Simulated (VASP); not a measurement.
A run of VASP 6.6.1 is set up as follows.

Contents of INCAR:

```
PREC = Accurate
ENCUT = 600
EDIFF = 1E-7
ISMEAR = -1
SIGMA = 0.05
LREAL = F
LASPH = T
NELM = 100
ALGO = Normal
ISIF = 3
LWAVE = F
LCHARG = F
METAGGA = RTPSS
LMIXTAU = T
IBRION = 2
NSW = 40
EDIFFG = -0.02
```

File KPOINTS:

```
Automatic mesh
0
Gamma
  7 7 7
```

The input POSCAR:

```
TePb
1.0
    0.0000000000      3.2310000000      3.2310000000
    3.2310000000      0.0000000000      3.2310000000
    3.2310000000      3.2310000000      0.0000000000
Pb Te
1 1
Direct
    0.0000000000      0.0000000000      0.0000000000
    0.5000000000      0.5000000000      0.5000000000
```

Potentials or basis: VASP PAW PBE potentials, release 64 (Pb_d, Te).

Run with:

```sh
$ cat potpaw_PBE.64/Pb_d/POTCAR potpaw_PBE.64/Te/POTCAR > POTCAR
$ mpirun -np 1 vasp_std > vasp.out
```

Task: Estimate the space group after relaxing (to 0.05 Å).

Result: Fm-3m (No. 225).

Task: Predict the relaxed volume.

Result: 34.39 Å³/atom.

The path:
```
step  energy change (eV)  largest force (eV/Å)  pressure (GPa)  volume (Å³)
   1              0.0000                0.0000            0.84        67.46
   2             -0.0031                0.0000           -0.23        69.20
   3             -0.0034                0.0000            0.00        68.79
```

Caveat: this odd mesh misses L, where the gap lies, so gap, dielectric constants and Born charges aren't listed; the PAW data sets were made with another functional, which shifts forces and pressure a little. Spin-orbit coupling is left out, which matters for the levels of Pb, Te.
